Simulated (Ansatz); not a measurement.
Runs of Ansatz 0.2.0 on TiSi2. The structure is orthorhombic, space group Immm (No. 71). Conventional cell: a = 2.946 Å, b = 3.424 Å, c = 8.424 Å, α = 90.00°, β = 90.00°, γ = 90.00°. Ti (site symmetry mmm) is surrounded by 10 Si at 2.67 to 2.78 Å and 2 Ti at 2.95 Å. Around Si (site symmetry mm2) lie 7 Si at 2.63 to 2.95 Å and 5 Ti at 2.67 to 2.78 Å. The cell comes from a database or a generator and needn't be the stable form of this composition.

```tsv
level	U	hubbard projectors	double counting	gap on the mesh (eV)	pressure (GPa)	relaxed volume (Å³/atom)	largest force (eV/Å)
PBE+U	Ti d U = 4 eV	ortho-atomic (the default)	fll (the default)	none	0.0	(b)	-
PBE+U	Ti d U = 2 eV	ortho-atomic (the default)	fll (the default)	none	0.0	14.35	0.01
PBE	-	-	-	none	0.0	14.20	0.01
PBE+U	Ti d U = 6 eV	ortho-atomic (the default)	fll (the default)	none	0.0	16.50	-
PBE+U	Ti d U = 1 eV	ortho-atomic (the default)	fll (the default)	none	0.0	14.27	-
PBE+U	Ti d U = 5 eV	ortho-atomic (the default)	fll (the default)	none	0.0	14.71	-
PBE+U	Ti d U = 3 eV	ortho-atomic (the default)	fll (the default)	none	0.0	(a)	-
```

Alike in all rows: task relaxation of cell and atoms; potentials or basis Ansatz PAW; no spin polarisation; cell relaxed; k mesh 12 × 12 × 12; cutoff (eV) 420; smearing fermi-dirac 0.05 eV.

Estimate the missing entries.

(a) 14.44; (b) 14.54.

Caveats: the plane-wave basis is chosen anew once the cell has moved, so the energies of steps on either side of that aren't comparable; U without spin polarisation on a metal has little footing (some runs); the U is typed as a test and isn't derived for this compound (some runs); the volume moved by over 15 % at a fixed basis, so the end points are rough (some runs).

A gap of «none» marks a metal or a gap under the smearing width.
